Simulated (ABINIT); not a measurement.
# BAs in ABINIT: the effect of functional

The system is BAs.

```xyz
2
Lattice="0.0000 2.3885 2.3885 2.3885 0.0000 2.3885 2.3885 2.3885 0.0000" Properties=species:S:1:pos:R:3 pbc="T T T"
As    3.5827    3.5827    3.5827
B     0.0000    0.0000    0.0000
```

Alike in all runs:

```yaml
Program: ABINIT 10.8.3 (patched build)
Task: band structure
Potentials_or_basis: JTH PAW PBE v2.0
Cutoff: 490 eV
k_mesh: 10 × 10 × 10
Occupations: fermi-dirac, width 0.05 eV
Spin: no spin polarisation
```

```tsv
functional	gap on the mesh (eV)
PBE	1.18
LDA	1.13
PBEsol	1.08
RPBE	1.21
BLYP	1.41
AM05	1.12
r2SCAN	1.36
SCAN	1.41
revPBE	1.20
PW91	1.20
WC	1.09
TB-mBJ	?
```

Question: What does the run with functional TB-mBJ give?

Answer: gap on the mesh 1.72 eV.

Caveats: the constant c of TB-mBJ comes from the pseudo density here, which moves gaps by up to 0.3 eV between sets of potentials (some runs).

